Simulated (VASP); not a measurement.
Runs of VASP 6.6.1 on Al. It takes space group Fm-3m (No. 225, cubic). The conventional cell has a = 4.050 Å, b = 4.050 Å, c = 4.050 Å, α = 90.00°, β = 90.00°, γ = 90.00°. Al (site symmetry m-3m) has 12 Al at 2.86 Å as nearest neighbours. 

| task | level | cell | k mesh | cutoff (eV) | grid for exact exchange (PRECFOCK) | exchange at q = 0 | screening parameter | mesh quality | gap on the mesh (eV) | pressure (GPa) | relaxed volume (Å³/atom) |
| --- | --- | --- | --- | --- | --- | --- | --- | --- | --- | --- | --- |
| relaxation of cell and atoms | BLYP+D3 | relaxed | 11 × 11 × 11 | 600 | - | - | - | not flagged | none | 0.0 | 16.45 |
| relaxation of cell and atoms | BLYP+D3(BJ) | relaxed | 11 × 11 × 11 | 600 | - | - | - | not flagged | none | 0.0 | (b) |
| relaxation of cell and atoms | B3LYP | relaxed | 6 × 6 × 6 | 600 | Normal | default | - | coarse | none | -0.1 | 17.07 |
| band structure | HSE06 | as given | 6 × 6 × 6 | 520 | Fast | - | 0.2 1/A | coarse | - | (a) | - |
| relaxation of cell and atoms | HSE06 | relaxed | 6 × 6 × 6 | 600 | Normal | - | 0.2 1/A | coarse | none | 0.2 | 16.37 |

Alike in all rows: potentials or basis VASP PAW PBE potentials, release 64 (Al); no spin polarisation; smearing fermi-dirac 0.05 eV.

Q: Estimate the missing entries.

A: (a) -0.9; (b) 15.54.

Caveats: some runs use coarse meshes; the PAW data sets were made with another functional, which shifts forces and pressure a little; pairwise dispersion overbinds metals, which lowers pressure and volume (some runs).

A gap of «none» marks a metal or a gap under the smearing width.

Runs at the PBE level aren't shown here.
